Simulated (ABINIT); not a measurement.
Crystal: MgO.

```
Mg O
1.0
     0.00000    2.09700    2.09700
     2.09700    0.00000    2.09700
     2.09700    2.09700    0.00000
Mg O
1 1
Direct
  0.00000 0.00000 0.00000
  0.50000 0.50000 0.50000
```

The cell is a database's computed one.

Base run:

* Program: ABINIT 10.8.3 (patched build)
* Functional: HCTH407
* Potentials or basis: JTH PAW PBE v2.0
* Cutoff: 626 eV
* k mesh: 11 × 11 × 11
* Occupations: fermi-dirac, width 0.05 eV
* Spin: no spin polarisation

Its results: band gap on the k mesh 5.33 eV, direct; pressure 9.2 GPa.

Problem. The run is repeated on the same cell with these changes: functional from HCTH407 to BP86. What comes out?

Solution. Band gap on the k mesh 4.93 eV, direct; pressure 7.3 GPa.

Caveats: the PAW data sets were made with another functional, which shifts forces and pressure a little.
